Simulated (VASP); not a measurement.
# TiO2 (Anatase) (I4_1/amd) in VASP: a series of runs

One crystal, TiO2 (Anatase), is run at these levels: PBE; tasks: single point.

Everything below comes from runs of VASP 6.6.1. Logs are shortened: lines on timing, memory, paths and dates and some standing lists are left out, and cuts for length are marked.

## Step 1: The structure

Symmetry: I4_1/amd, No. 141, tetragonal system. The conventional cell has a = 3.784 Å, b = 3.784 Å, c = 9.515 Å, α = 90.00°, β = 90.00°, γ = 90.00°. Ti (site symmetry -4m2) has 6 O at 1.93 to 1.98 Å as nearest neighbours. O (site symmetry 2mm) has 3 Ti at 1.93 to 1.98 Å as nearest neighbours.

## Step 2: Single point, PBE

INCAR reads:

```
SYSTEM = TiO2
ADDGRID = .FALSE.
ALGO = Normal
EDIFF = 1E-7
ENCUT = 460
GGA = PE
ISIF = 2
ISMEAR = 0
LASPH = .TRUE.
LCHARG = .FALSE.
LREAL = .FALSE.
LWAVE = .FALSE.
NELM = 100
PREC = Accurate
SIGMA = 0.5
```

KPOINTS reads:

```
k-points
0
G
  5 5 5
  0 0 0
```

POSCAR reads:

```
TiO2
1.0
   -1.8921000000      1.8921000000      4.7573000000
    1.8921000000     -1.8921000000      4.7573000000
    1.8921000000      1.8921000000     -4.7573000000
Ti O
2 4
Direct
    0.7500000000      0.2500000000      0.5000000000
    0.0000000000      0.0000000000      0.0000000000
    0.7919000000      0.7919000000      0.0000000000
    0.5419000000      0.0419000000      0.5000000000
    0.9581000000      0.4581000000      0.5000000000
    0.2081000000      0.2081000000      0.0000000000
```

Potentials or basis: VASP PAW PBE potentials, release 64 (Ti, O).

Command:

```bash
$ cat potpaw_PBE.64/Ti/POTCAR potpaw_PBE.64/O/POTCAR > POTCAR
$ mpirun -np 1 vasp_std > vasp.out
```

OUTCAR:

```text
SYSTEM = TiO2
   EDIFF = 1E-7
   ENCUT = 460
   GGA = PE
   ISIF = 2
   ISMEAR = 0
   LASPH = .TRUE.
   LREAL = .FALSE.
   NELM = 100
   PREC = Accurate

 Found     18 irreducible k-points:

 Following reciprocal coordinates:
            Coordinates               Weight
  0.000000  0.000000  0.000000      1.000000
  0.200000 -0.000000  0.000000      8.000000
  0.400000  0.000000  0.000000      8.000000
  0.200000  0.200000  0.000000      8.000000
  0.400000  0.200000  0.000000     16.000000
 -0.400000  0.200000 -0.000000     16.000000
   k-points           NKPTS =     18   k-points in BZ     NKDIM =     18   number of bands    NBANDS=     20
   number of dos      NEDOS =    301   number of ions     NIONS =      6
   total plane-waves  NPLWV =  64000
   dimension x,y,z NGX =    40 NGY =   40 NGZ =   40
   dimension x,y,z NGXF=    80 NGYF=   80 NGZF=   80
   ions per type =               2   4
   NGX,Y,Z   is equivalent  to a cutoff of  12.18, 12.18, 12.18 a.u.
   NGXF,Y,Z  is equivalent  to a cutoff of  24.37, 24.37, 24.37 a.u.
 SYSTEM =  TiO2
   PREC   = accura    normal or accurate (medium, high low for compatibility)
   ISTART =      0    job   : 0-new  1-cont  2-samecut
   ICHARG =      2    charge: 1-file 2-atom 10-const
   ISPIN  =      1    spin polarized calculation?
   LNONCOLLINEAR =      F non collinear calculations
   LSORBIT =      F    spin-orbit coupling
   LASPH  =      T    aspherical Exc in radial PAW
   ENCUT  =  460.0 eV  33.81 Ry    5.81 a.u.   9.55  9.55  9.55*2*pi/ulx,y,z
   NELM   =    100;   NELMIN=  2; NELMDL= -5     # of ELM steps
   EDIFF  = 0.1E-06   stopping-criterion for ELM
   LREAL  =      F    real-space projection
   EDIFFG = 0.1E-05   stopping-criterion for IOM
   NSW    =      0    number of steps for IOM
   IBRION =     -1    ionic relax: 0-MD 1-quasi-New 2-CG
   NFREE  =      0    steps in history (QN), initial steepest desc. (CG)
   ISIF   =      2    stress and relaxation
   ISYM   =      2    0-nonsym 1-usesym 2-fastsym
   POTIM  = 0.5000    time-step for ionic-motion
   TEBEG  =    0.0;   TEEND  =   0.0 temperature during run
   PSTRESS=    0.0 pullay stress
   NELECT =      32.0000    total number of electrons
   NUPDOWN=      -1.0000    fix difference up-down
   EMIN   =  10.00;   EMAX   =-10.00  energy-range for DOS
   EFERMI =   0.00;   METHOD = LEGACY
   ISMEAR =     0;   SIGMA  =   0.50  broadening in eV -4-tet -1-fermi 0-gaus
   EFERMI_NEDOS =   21; number of points for ismear=-14 and -15
   IALGO  =     38    algorithm
   IMIX   =      4    mixing-type and parameters
     AMIX     =   0.40;   BMIX     =  1.00
     AMIX_MAG =   1.60;   BMIX_MAG =  1.00
  volume/ion in A,a.u.               =      11.35        76.62
  Fermi-wavevector in a.u.,A,eV,Ry     =   1.272590  2.404847 22.034444  1.619486
  Thomas-Fermi vector in A             =   2.405460
   LORBIT       =      0    0 simple, 1 ext, 2 COOP (PROOUT), +10 PAW based schemes
   GGA     = PE    functional components
   LHFCALC =     F    Hartree Fock is set to
   AEXX    =    0.0000 exact exchange contribution
   IVDW    =     0    specifies the selected vdW correction
   LEPSILON=     F    determine dielectric tensor
   LRPA    =     F    only Hartree local field effects (RPA)
 non-spin polarized calculation
 Gauss-broadening in eV      SIGMA  =   0.50
  energy-cutoff  :      460.00
  volume of cell :       68.13
 maximum number of plane-waves:      1547
 NGX is ok and might be reduce to    40
   NGX = 19   NGY = 19   NGZ = 19

 number of electron      31.9999996 magnetization

 Free energy of the ion-electron system (eV)
  ---------------------------------------------------
  ext. energy  EPLUGINS =         0.00000000
  ---------------------------------------------------
  free energy    TOTEN  =       -52.92749860 eV

  energy without entropy =      -52.92690714  energy(sigma->0) =      -52.92720287

 E-fermi :   1.7614     XC(G=0): -10.5256

 val. band max:        0.6898940390   @ k =  -0.4000   0.4000   0.0000
 cond. band min:       2.6429305722   @ k =   0.0000   0.0000   0.0000
 fundamental gap:      1.9530365332
 Fermi energy:         1.7613538629

 k-point     1 :       0.0000    0.0000    0.0000
  band No.  band energies     occupation
      1     -16.9981      2.00000
      2     -15.9498      2.00000
      3     -15.9369      2.00000
      4     -15.4713      2.00000
      5      -3.2719      2.00000
      6      -3.1560      2.00000
[... 12 lines left out ...]
     19       4.4735      0.00000
     20       4.4741      0.00000

 k-point     2 :       0.2000   -0.0000    0.0000
  band No.  band energies     occupation
      1     -16.8199      2.00000
      2     -15.8996      2.00000
      3     -15.8532      2.00000
      4     -15.4612      2.00000
      5      -3.6535      2.00000
      6      -3.2647      2.00000
[... 12 lines left out ...]
     19       3.8740      0.00000
     20       4.1437      0.00000

 k-point     3 :       0.4000    0.0000    0.0000
  band No.  band energies     occupation
      1     -16.5285      2.00000
      2     -15.7482      2.00000
      3     -15.7154      2.00000
      4     -15.4945      2.00000
      5      -3.9419      2.00000
      6      -3.2193      2.00000
[... 12 lines left out ...]
     19       4.0797      0.00000
     20       4.1352      0.00000

 k-point     4 :       0.2000    0.2000    0.0000
  band No.  band energies     occupation
      1     -16.5888      2.00000
      2     -15.8895      2.00000
      3     -15.7608      2.00000
      4     -15.4707      2.00000
      5      -3.7422      2.00000
      6      -3.5518      2.00000
[... 12 lines left out ...]
     19       3.7675      0.00000
     20       4.1295      0.00000

 k-point     5 :       0.4000    0.2000    0.0000
  band No.  band energies     occupation
      1     -16.2862      2.00000
      2     -15.7393      2.00000
      3     -15.6316      2.00000
      4     -15.4899      2.00000
      5      -3.9711      2.00000
      6      -3.6133      2.00000
[... 12 lines left out ...]
     19       4.1046      0.00000
     20       4.2054      0.00000

 k-point     6 :      -0.4000    0.2000   -0.0000
  band No.  band energies     occupation
      1     -16.3612      2.00000
      2     -15.6847      2.00000
      3     -15.6432      2.00000
      4     -15.4474      2.00000
      5      -3.9198      2.00000
      6      -3.5869      2.00000
[... 12 lines left out ...]
     19       4.0898      0.00000
     20       4.2691      0.00000

 [... further k-points ...]
[... 5 lines left out ...]
  --------------------------------------------------------------------------------------
  -------------------------------------------------------------------------------------
  Total        3.1744940      3.1744940      3.3709597      0.0000000      0.0000000      0.0000000
  in kB       74.6580064     74.6580064     79.2785041      0.0000000      0.0000000      0.0000000
  external PRESSURE =      76.1981723 kB  Pullay stress =       0.0000000 kB

 VOLUME and BASIS-vectors are now :
 -----------------------------------------------------------------------------
  energy-cutoff  :      460.00
  volume of cell :       68.13
      direct lattice vectors                 reciprocal lattice vectors
    -1.892100000  1.892100000  4.757300000     0.000000000  0.264256646  0.105101633
     1.892100000 -1.892100000  4.757300000     0.264256646  0.000000000  0.105101633
     1.892100000  1.892100000 -4.757300000     0.264256646  0.264256646  0.000000000

 POSITION                                       TOTAL-FORCE (eV/Angst)
 -----------------------------------------------------------------------------------
      0.00000      1.89210      2.37865        -0.000000     -0.000000     -0.000000
      0.00000      0.00000      0.00000        -0.000000     -0.000000      0.000000
      0.00000      0.00000      7.53461         0.000000     -0.000000     -0.163230
      0.00000      1.89210      0.39866        -0.000000      0.000000     -0.163230
      0.00000      1.89210      4.35864        -0.000000      0.000000      0.163230
      0.00000      0.00000      1.97999         0.000000     -0.000000      0.163230
 -----------------------------------------------------------------------------------
    total drift:                                0.000000      0.000000     -0.000000

  FREE ENERGIE OF THE ION-ELECTRON SYSTEM (eV)
  ---------------------------------------------------
  free  energy   TOTEN  =       -52.9274985994 eV

  energy  without entropy=      -52.9269071413  energy(sigma->0) =      -52.92720287
```

OSZICAR:

```text
N       E                     dE             d eps       ncg     rms          rms(c)
DAV:   1     0.369697961124E+03    0.36970E+03   -0.13588E+04   720   0.143E+03
DAV:   2     0.233550677783E+00   -0.36946E+03   -0.35898E+03   928   0.360E+02
DAV:   3    -0.679181781986E+02   -0.68152E+02   -0.67009E+02   972   0.181E+02
DAV:   4    -0.705561499846E+02   -0.26380E+01   -0.26334E+01   860   0.409E+01
DAV:   5    -0.706431565405E+02   -0.87007E-01   -0.86989E-01   944   0.756E+00    0.442E+01
DAV:   6    -0.541704166499E+02    0.16473E+02   -0.11849E+02  1024   0.757E+01    0.147E+01
DAV:   7    -0.534242487714E+02    0.74617E+00   -0.18881E+01  1080   0.364E+01    0.134E+01
DAV:   8    -0.533115756151E+02    0.11267E+00   -0.85048E+00   864   0.253E+01    0.751E+00
DAV:   9    -0.529206359491E+02    0.39094E+00   -0.25950E+00   880   0.145E+01    0.413E-01
DAV:  10    -0.529274344159E+02   -0.67985E-02   -0.73387E-02   852   0.174E+00    0.256E-01
DAV:  11    -0.529307469275E+02   -0.33125E-02   -0.34597E-02   904   0.123E+00    0.462E-01
DAV:  12    -0.529275021794E+02    0.32447E-02   -0.25773E-02  1104   0.125E+00    0.603E-02
DAV:  13    -0.529275107258E+02   -0.85465E-05   -0.78760E-04   964   0.227E-01    0.444E-02
DAV:  14    -0.529274985903E+02    0.12136E-04   -0.66485E-05   896   0.764E-02    0.349E-03
DAV:  15    -0.529274983969E+02    0.19344E-06   -0.21241E-06   880   0.112E-02    0.275E-03
DAV:  16    -0.529274985023E+02   -0.10547E-06   -0.68206E-07   816   0.552E-03    0.165E-03
DAV:  17    -0.529274985994E+02   -0.97044E-07   -0.51053E-08   456   0.210E-03
   1 F= -.52927499E+02 E0= -.52927203E+02  d E =-.591458E-03
```

stdout:

```text
POSCAR found type information on POSCAR TiO
 POSCAR found :  2 types and       6 ions
 scaLAPACK will be used
 LDA part: xc-table for (Slater+PW92), standard interpolation
 POSCAR, INCAR and KPOINTS ok, starting setup
 FFT: planning ... GRIDC
 FFT: planning ... GRID_SOFT
 FFT: planning ... GRID
 WAVECAR not read
 entering main loop
```

Wall time 32 s (1 thread of Intel Xeon Platinum 8488C (Sapphire Rapids), shared host); peak memory 0.23 GiB.

The run converged, but some of its settings lie outside the range that counts as converged, so its numbers aren't taken as properties of the crystal.

What came out:

| Item | Value |
| --- | --- |
| Free energy | -52.9275 eV |
| Pressure | 7.6 GPa |
| Largest force | 0.163 eV/Å |
| Band gap on the k mesh | 1.95 eV, indirect (least direct gap 2.28 eV) |

Caveat: the k mesh is coarse (spacing up to 0.47 Å⁻¹), so the values aren't converged; the cutoff is under 1.25 times the usual one of these potentials, so pressure, stress and relaxed cells hold a basis-set (Pulay) error; an odd mesh through Γ misses points on the zone boundary, where band edges often lie.

## Step 3: Single point, PBE

INCAR is that of step 2.

KPOINTS is that of step 2.

POSCAR reads:

```
TiO2
1.0
   -1.8921000000      1.8921000000      4.7573000000
    1.8921000000     -1.8921000000      4.7573000000
    1.8921000000      1.8921000000     -4.7573000000
Ti O
2 4
Direct
    0.7634100000      0.2505420000      0.5022120000
    0.0240310000     -0.0225460000     -0.0109780000
    0.8032660000      0.7916050000      0.0039110000
    0.5255800000      0.0234350000      0.4817660000
    0.9615640000      0.4693800000      0.5068500000
    0.1853180000      0.2146180000     -0.0384270000
```

Potentials or basis: VASP PAW PBE potentials, release 64 (Ti, O).

Command:

```bash
$ cat potpaw_PBE.64/Ti/POTCAR potpaw_PBE.64/O/POTCAR > POTCAR
$ mpirun -np 1 vasp_std > vasp.out
```

It took 1.9 min on 1 thread of Intel Xeon Platinum 8488C (Sapphire Rapids), shared host; peak memory 0.25 GiB.

The run converged, but some of its settings lie outside the range that counts as converged, so its numbers aren't taken as properties of the crystal.

What came out:

```yaml
Free_energy: -52.5121 eV
Pressure: 11.0 GPa
Largest_force: 3.045 eV/Å
Band_gap_on_the_k_mesh: 2.22 eV, indirect (least direct gap 2.63 eV)
```

Caveat: the k mesh is coarse (spacing up to 0.47 Å⁻¹), so the values aren't converged; the cutoff is under 1.25 times the usual one of these potentials, so pressure, stress and relaxed cells hold a basis-set (Pulay) error; an odd mesh through Γ misses points on the zone boundary, where band edges often lie.

## Step 4: Single point, PBE

INCAR: that of step 3 with these lines changed.

```diff
@@ -14,2 +14,2 @@
 PREC = Accurate
-SIGMA = 0.5
+SIGMA = 0.2
```

KPOINTS is that of step 3.

POSCAR reads:

```
TiO2
1.0
   -1.8921000000      1.8921000000      4.7573000000
    1.8921000000     -1.8921000000      4.7573000000
    1.8921000000      1.8921000000     -4.7573000000
Ti O
2 4
Direct
    0.7500000000      0.2500000000      0.5000000000
    0.0000000000      0.0000000000      0.0000000000
    0.7919000000      0.7919000000      0.0000000000
    0.5419000000      0.0419000000      0.5000000000
    0.9581000000      0.4581000000      0.5000000000
    0.2081000000      0.2081000000      0.0000000000
```

Command:

```bash
$ cat potpaw_PBE.64/Ti/POTCAR potpaw_PBE.64/O/POTCAR > POTCAR
$ mpirun -np 1 vasp_std > vasp.out
```

Wall time 34 s (1 thread of Intel Xeon Platinum 8488C (Sapphire Rapids), shared host); peak memory 0.23 GiB.

The run converged, but some of its settings lie outside the range that counts as converged, so its numbers aren't taken as properties of the crystal.

Results:

```
Free energy            : -52.9274 eV
Pressure               : 7.6 GPa
Largest force          : 0.163 eV/Å
Band gap on the k mesh : 1.95 eV, indirect (least direct gap 2.27 eV)
```

Caveat: the k mesh is coarse (spacing up to 0.47 Å⁻¹), so the values aren't converged; the cutoff is under 1.25 times the usual one of these potentials, so pressure, stress and relaxed cells hold a basis-set (Pulay) error; an odd mesh through Γ misses points on the zone boundary, where band edges often lie.

(Part 1 of 2 ends here.)
